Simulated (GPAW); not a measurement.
A run of GPAW 26.7.0 is set up as follows.

Contents of run.py:

```python
from ase.dft.bandgap import bandgap
from ase.io import read, write
from gpaw import GPAW, PW

atoms = read('POSCAR')

calc = GPAW(mode=PW(800),
            xc='TB09',
            kpts={'size': (11, 11, 11), 'gamma': True},
            occupations={'name': 'fermi-dirac', 'width': 0.05},
            nbands=11,
            convergence={'density': 1e-05, 'energy': 1e-05},
            eigensolver='cg',
            maxiter=150,
            txt='gpaw.txt')
atoms.calc = calc
energy = atoms.get_potential_energy()
calc.write('gs.gpw')
write('result.traj', atoms)
print('Fermi level:', round(calc.get_fermi_level(), 4), 'eV')
print(f'Gap: {bandgap(calc)[0]:.4f} eV, direct: {bandgap(calc, direct=True)[0]:.4f} eV')
```

POSCAR

```
LiF
1.0
    0.0000000000      2.0140000000      2.0140000000
    2.0140000000      0.0000000000      2.0140000000
    2.0140000000      2.0140000000      0.0000000000
F Li
1 1
Direct
    0.5000000000      0.5000000000      0.5000000000
    0.0000000000      0.0000000000      0.0000000000
```

Potentials or basis: GPAW PAW data sets for LDA (gpaw-data 1.2.1), pw.

The run is started by

```bash
$ OMP_NUM_THREADS=1 python run.py
```

(1) What does it give for the band gap on the k mesh?

Answers

(1) 11.81 eV, indirect (least direct gap 11.82 eV).

Caveat: a model potential gives levels but no total energy; an odd mesh through Γ misses points on the zone boundary, where band edges often lie.
